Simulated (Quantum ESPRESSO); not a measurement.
**Si2W under changes of volume**

One of the cells (13.646 Å³/atom); the others are scaled copies at fixed shape and fractional positions:

```
W Si
1.0
     4.61685    0.00000    0.00000
    -2.30843    3.99831    0.00000
     0.00000    0.00000    6.65322
W Si
3 6
Cartesian
  2.3084 0.0000 3.3266
  1.1542 1.9992 5.5444
  -1.1542 1.9992 1.1089
  1.1332 0.6542 1.1089
  3.4837 0.6542 5.5444
  0.0000 1.3085 3.3266
  1.1753 3.3441 1.1089
  -1.1753 3.3441 5.5444
  2.3084 2.6899 3.3266
```

Measurements of this composition are mostly on another form, of space group No. 139.

* Program: Quantum ESPRESSO 7.5
* Functional: PBE
* Potentials or basis: SSSP 1.3 efficiency PBE
* Cutoff: 748 eV
* Density cutoff: 5987 eV
* k mesh: 7 × 7 × 4
* Occupations: fermi-dirac, width 0.05 eV
* Spin: no spin polarisation

| volume (Å³/atom) | energy over the lowest point (meV/atom) | pressure (GPa) | gap on the mesh (eV) | largest force (eV/Å) |
| --- | --- | --- | --- | --- |
| 12.827 | 35.99 | 15.2 | 0.23 | 0.038 |
| 13.100 | 15.00 | 9.5 | 0.23 | 0.024 |
| 13.373 | ? | ? | ? | ? |
| 13.646 | 0.00 | -0.3 | 0.23 | 0.001 |
| 13.919 | 4.18 | -4.5 | 0.22 | 0.013 |
| 14.192 | 15.09 | -8.2 | 0.22 | 0.024 |
| 14.465 | 32.01 | -11.6 | 0.21 | 0.034 |

Q: What does the run at 13.373 Å³/atom give?

A: Energy over the lowest point 3.32 meV/atom; pressure 4.3 GPa; gap on the mesh 0.23 eV; largest force 0.011 eV/Å.

Worked out: A Birch-Murnaghan fit of order 3 (a polynomial in V^(-2/3)) to the other rows has its minimum at 13.63 Å³/atom with B0 = V·E''(V) = 221 GPa and B' = 4.4 at fixed shape and positions, which overstates the stiffness. It gives 3.32 meV/atom at 13.373 Å³/atom, against the run's 3.32, and -dE/dV = 4.3 GPa, against 4.3. A straight line through the other rows of the gap, of slope -0.154 eV per unit of ln V, gives 0.23 eV, against the run's 0.23.

Energies are extrapolated to zero smearing.

Caveats: spin-orbit coupling is left out, which moves the levels of the heavy elements; an odd mesh through Γ misses points on the zone boundary, where band edges often lie.
